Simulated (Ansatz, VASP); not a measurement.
## Two plane-wave programs on HfB

```
CELL_PARAMETERS angstrom
0.00000 2.26284 2.26284
2.26284 0.00000 2.26284
2.26284 2.26284 0.00000
ATOMIC_POSITIONS crystal
Hf 0.50000 0.50000 0.50000
B 0.00000 0.00000 0.00000
```

Change from the starting cell: volume scaled by 0.94.

Alike in both runs: task single point; functional PBE; k mesh 10 × 10 × 10; occupations fermi-dirac, width 0.05 eV; no spin polarisation.

|  | VASP | Ansatz |
| --- | --- | --- |
| version | VASP 6.6.1 | Ansatz 0.2.0 |
| potentials or method | VASP PAW PBE potentials, release 64 (Hf_pv, B) | Ansatz PAW |
| plane-wave cutoff (eV) | 520 | 420 |
| valence electrons in the cell | 13 | 29 |

Ansatz gave:

| Item | Value |
| --- | --- |
| gap on the k mesh at the Fermi level (eV) | none |
| pressure (GPa) | 48.4 |

**Question.** What did VASP give for the same quantities?

**Answer.** gap on the k mesh at the Fermi level (eV): none; pressure (GPa): 49.9.

A gap of «none» marks a metal or a gap that the smearing closes. The two sets of potentials don't hold the same shells in valence.

Spin-orbit coupling is left out, which matters for the levels of Hf.
